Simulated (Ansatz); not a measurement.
# Zone-centre phonons of Al₂Cu at 22 GPa: input and output

Theory: DFT PBE, scalar-relativistic, plane waves, PAW in Ansatz.

Launched with:
```bash
ansatz run input.yaml --threads 1 --pin off --max-ram 3072MiB --backend cpu --events-out ev --progress --plain --runs-dir out
```

Input (bare energies are in eV):
```yaml
crystal:
  lattice:
    - [-1.9384191676, 1.9384191676, 2.7413386764]
    - [1.9384191676, -1.9384191676, 2.7413386764]
    - [1.9384191676, 1.9384191676, -2.7413386764]
  atoms:
    - { symbol: Al, position: [0.75, 0.25, 0.5] }
    - { symbol: Al, position: [0.25, 0.75, 0.5] }
    - { symbol: Cu, position: [0.5, 0.5, 0.0] }
basis:
  ecutwfc: 420
kpoints:
  mp_grid: { grid: [16, 16, 16] }
hamiltonian:
  xc: pbe
scf:
  occupations: { method: fermi_dirac, width: 0.15 }
output:
  eigenvalues: true
phonons:
  method: dfpt
  eigenvectors: true
```

The end of the output:
```
--- Phonons (Γ-DFPT): 2 representative perturbations + reference, on 349 of 4096 k-points (Σ response iterations 6) ---
  k mesh reduced under 8 symmetry operations, with k and −k counted as one. Each operation leaves every solved displacement unchanged or reverses it
  ASR residual: 3.818e-4 → 0.000e0 eV/Å²; symmetrization residual: 2.853e-6 eV/Å²
  ASR residual per site (eV/Å²): 4.71e-5 4.71e-5 3.82e-4
  Γ frequencies (cm⁻¹): 0.00 0.00 0.00 334.11 334.11 334.11 364.29 364.29 364.29
  non-analytic LO–TO correction: not included (Born effective charges unavailable; polar crystals: no LO–TO splitting at Γ)
```

It took 74 s on 1 thread of AMD EPYC 7R43 64-Core Processor (Zen 3) (shared host), peak memory 1 GiB.

In a metal, frequencies and elastic constants depend on the k mesh and the smearing, soft modes and shear constants most. Other phases may be more stable at this pressure.